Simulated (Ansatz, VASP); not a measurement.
LiCl: VASP beside Ansatz

```xyz
2
Lattice="0.0000 2.5700 2.5700 2.5700 0.0000 2.5700 2.5700 2.5700 0.0000" Properties=species:S:1:pos:R:3 pbc="T T T"
Li    0.0000    0.0000    0.0000
Cl    2.5700    2.5700    2.5700
```

The cell was built by a generator and isn't the measured one.

Alike in both runs: task single point; functional PBE; k mesh 6 × 6 × 6; occupations gaussian, width 0.05 eV; no spin polarisation.

```csv
,VASP,Ansatz
version,VASP 6.6.1,Ansatz 0.2.0
potentials or method,"VASP PAW PBE potentials, release 64 (Li_sv, Cl)","scalar-relativistic, plane waves, PAW"
plane-wave cutoff (eV),520,420
valence electrons in the cell,10,10
```

Ansatz gave:

* gap on the k mesh at the Fermi level (eV): 6.29
* least direct gap on the mesh (eV): 6.29

Question: Which values does VASP return?

Answer: gap on the k mesh at the Fermi level (eV): 6.30; least direct gap on the mesh (eV): 6.30.

 A k mesh can miss the band edges. A hybrid or GW would open this gap; PBE tends to underestimate it.
